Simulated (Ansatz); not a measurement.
# ZrO$_{2}$ (P4_2/nmc), an elastic constant from a strain scan

The calculation used DFT r2SCAN, scalar-relativistic, plane waves, PAW in Ansatz 0.2.0. The runs took a 500 eV cutoff, a Γ-centred 6×6×6 mesh and Gaussian smearing (0.05 eV). No spin polarisation. Energies are free energies at this smearing, counted from the undisturbed cell; pressure is positive in compression.

Reference structure (relaxed at this level; this form isn't the usual structure):

```xyz
6
Lattice="3.6015 0.0000 0.0000 0.0000 3.6015 0.0000 0.0000 0.0000 5.2281" Properties=species:S:1:pos:R:3 pbc="T T T"
Zr    0.0000    0.0000    0.0000
Zr    1.8007    1.8007    2.6141
O     0.0000    1.8007    1.0288
O     0.0000    1.8007    3.6428
O     1.8007    0.0000    1.5853
O     1.8007    0.0000    4.1994
```

The cell is strained by ε times the Voigt pattern (1, 0, 0, 0, 0, 0) (xx, yy, zz, yz, xz, xy; engineering shear) with fractional coordinates fixed. The cell holds 6 atoms in V0 = 67.81 Å³. The stress column is τ = (1/V0) dE/dε, got from the stress tensor σ (compression positive) at each point as −det(1 + εP) σ : P(1 + εP)⁻¹, with P the pattern as a tensor.

```csv
ε,ΔE (meV/atom),τ (GPa)
-0.0200,6.677,-9.743
-0.0150,3.700,-7.157
-0.0100,1.618,-4.669
-0.0050,0.397,-2.278
0.0000,0.000,0.021
0.0050,0.399,2.231
0.0100,1.565,4.354
0.0150,3.463,6.393
0.0175,4.676,7.383
0.0200,?,?
```

Question: Which combination of elastic constants does this scan measure, and how large is it?

Answer: For small ε, τ = τ0 + Kε with K = pᵀCp, which for this pattern is C11 in the Cartesian frame shown. The parabola through τ at ε = -0.0050, 0 and 0.0050 has slope K = 451 GPa at zero. The energies per cell, E = NΔE, of the same two points give K = 2[E(ε₊)/ε₊ − E(ε₋)/ε₋]/[(ε₊ − ε₋)V0] = 451 GPa, in agreement. These are clamped-ion values.

Question: Predict the withheld row at ε = 0.0200 from the harmonic law, and compare.

Answer: ΔE = V0(τ0 ε + Kε²/2)/N = 6.390 meV/atom and τ = 9.04 GPa. The calculation gives 6.063 meV/atom and 8.35 GPa: the energy lies 5 % below the harmonic value, as bonds soften when stretched.

Forces appear on the atoms along this scan, and letting them relax would lower the energy and soften the response.